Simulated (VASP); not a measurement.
A run of VASP 6.6.1 is set up as follows.

Contents of POSCAR:

```
PbSe
1.0
    0.0000000000      3.0606500000      3.0606500000
    3.0606500000      0.0000000000      3.0606500000
    3.0606500000      3.0606500000      0.0000000000
Pb Se
1 1
Direct
    0.0000000000      0.0000000000      0.0000000000
    0.5000000000      0.5000000000      0.5000000000
```

Contents of INCAR.step1:

```
PREC = Accurate
ENCUT = 580
EDIFF = 1E-8
ISMEAR = 0
SIGMA = 0.05
LREAL = F
LASPH = T
NELM = 60
ALGO = Normal
ISIF = 3
LWAVE = F
LCHARG = F
GGA = CA
IBRION = 2
NSW = 40
EDIFFG = -0.002
```

File INCAR.step2:

```
PREC = Accurate
ENCUT = 580
EDIFF = 1E-8
ISMEAR = 0
SIGMA = 0.05
LREAL = F
LASPH = T
NELM = 60
ALGO = Normal
ISIF = 3
LWAVE = F
LCHARG = F
GGA = CA
IBRION = 6
NFREE = 2
POTIM = 0.015
NSW = 1
```

File KPOINTS:

```
Automatic mesh
0
Gamma
  6 6 6
```

Potentials or basis: VASP PAW LDA potentials, release 64 (Pb, Se).

Launch:

```bash
$ cat potpaw_LDA.64/Pb/POTCAR potpaw_LDA.64/Se/POTCAR > POTCAR
$ cp INCAR.step1 INCAR
$ mpirun -np 1 vasp_std > vasp.out
$ cp CONTCAR POSCAR
$ cp INCAR.step2 INCAR
$ mpirun -np 1 vasp_std > vasp.out
```

Task: What does it give for the elastic constants C11, C12, C44?

Result: 148, 6, 6 GPa.

Task: What does it give for the Voigt bulk modulus?

Result: 53 GPa.

Task: Estimate the relaxed cell.

Result: a = 4.265 Å, b = 4.265 Å, c = 4.265 Å, α = 60.00°, β = 60.00°, γ = 60.00°.

Task: What does it give for the space group after relaxing (to 0.05 Å)?

Result: Fm-3m (No. 225).

Task: What does it give for the most unstable mode?

Result: 55i cm⁻¹.

Phonon frequencies in cm⁻¹ (negative: imaginary):
| q point | frequencies |
| --- | --- |
| (0.000, 0.000, 0.000) | -55 -55 -55 0 0 0 |

Caveat: some modes are imaginary. Spin-orbit coupling is left out, which matters for the levels of Pb.
